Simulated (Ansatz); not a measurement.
The system is KCl (Sylvite).

```
K Cl
1.0
     0.00000    3.14647    3.14647
     3.14647    0.00000    3.14647
     3.14647    3.14647    0.00000
K Cl
1 1
Direct
  0.00000 0.00000 0.00000
  0.50000 0.50000 0.50000
```

Base run:

- Program: Ansatz 0.2.0
- Functional: RPBE
- Potentials or basis: all-electron LAPW, scalar-relativistic
- Cutoff: 138 eV
- Density cutoff: 553 eV
- Basis error allowed: 0.001 eV/atom
- k mesh: 7 × 7 × 7
- Occupations: gaussian, width 0.1 eV
- Spin: no spin polarisation

Its results: band gap on the k mesh 5.54 eV, direct; pressure 2.4 GPa.

After a change of settings the same cell gave: band gap on the k mesh 4.74 eV, direct; pressure -2.0 GPa. Which change was it?
A. functional from RPBE to LDA; occupations from gaussian, width 0.1 eV to fermi-dirac, width 0.05 eV
B. functional from RPBE to PBE; occupations from gaussian, width 0.1 eV to gaussian, width 0.02 eV
C. functional from RPBE to PBEsol

A.

Caveats: an odd mesh through Γ misses points on the zone boundary, where band edges often lie (some runs).

Not every run made on this cell is shown here.
